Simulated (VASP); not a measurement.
Wanted: the native input for a VASP 6.6.1 run.

- Task: relaxation of cell and atoms
- Functional: RPBE
- Potentials or basis: VASP PAW PBE potentials, release 64 (Ba_sv, Ti_sv, O)
- Cutoff: 600 eV
- k mesh: 7 × 7 × 7
- Occupations: fermi-dirac, width 0.05 eV
- Spin: no spin polarisation
- Further INCAR settings: ALGO = Normal; EDIFF = 1e-07; IBRION = 2; EDIFFG = -0.02; NSW = 60; ISIF = 3

The structure of BaTiO3 lies in POSCAR:

```
BaTiO3
1.0
    3.9998000000      0.0000000000      0.0000000000
    0.0000000000      3.9998000000      0.0000000000
    0.0000000000      0.0000000000      4.0180000000
Ba Ti O
1 1 3
Direct
    0.0000000000      0.0000000000      0.0000000000
    0.5000000000      0.5000000000      0.4900000000
    0.0000000000      0.5000000000      0.5170000000
    0.5000000000      0.0000000000      0.5170000000
    0.5000000000      0.5000000000      0.0190000000
```

These files were run (other wordings do the same):

INCAR

```
SYSTEM = BaTiO3
  PREC = Accurate
  ENCUT = 600
  EDIFF = 1E-7
  ISMEAR = -1
  SIGMA = 0.05
  LREAL = .FALSE.
  LASPH = .TRUE.
  NELM = 60
  ALGO = Normal
  ISIF = 3
  LWAVE = .FALSE.
  LCHARG = .FALSE.
  GGA = RP
  IBRION = 2
  NSW = 60
  EDIFFG = -0.02
```

KPOINTS

```
regular mesh
0
G
  7 7 7
  0 0 0
```

Potentials or basis: VASP PAW PBE potentials, release 64 (Ba_sv, Ti_sv, O).

Run with:

```sh
$ cat potpaw_PBE.64/Ba_sv/POTCAR potpaw_PBE.64/Ti_sv/POTCAR potpaw_PBE.64/O/POTCAR > POTCAR
$ mpirun -np 1 vasp_std > vasp.out
```

It gave:

| Quantity | Value |
| --- | --- |
| Relaxed volume | 14.23 Å³/atom |
| Relaxed cell | a = 4.001 Å, b = 4.001 Å, c = 4.445 Å, α = 90.00°, β = 90.00°, γ = 90.00° |
| Space group after relaxing (to 0.05 Å) | P4mm (No. 99) |
| Energy gained by relaxing | 34.8 meV/atom |
| Ionic steps | 29 |
| Pressure after relaxing | -0.1 GPa |
| Largest force after relaxing | 0.014 eV/Å |
| Band gap on the k mesh | 1.88 eV, indirect (least direct gap 2.46 eV) |

Caveat: the PAW data sets were made with another functional, which shifts forces and pressure a little; spin-orbit coupling is left out, which moves the levels of the heavy elements; an odd mesh through Γ misses points on the zone boundary, where band edges often lie; the volume moved by +11 % from the deposited cell, more than functionals usually miss.

It took 16 min on 1 thread of Intel(R) Xeon(R) Platinum 8488C (Sapphire Rapids) (shared host), peak memory 0.24 GiB.
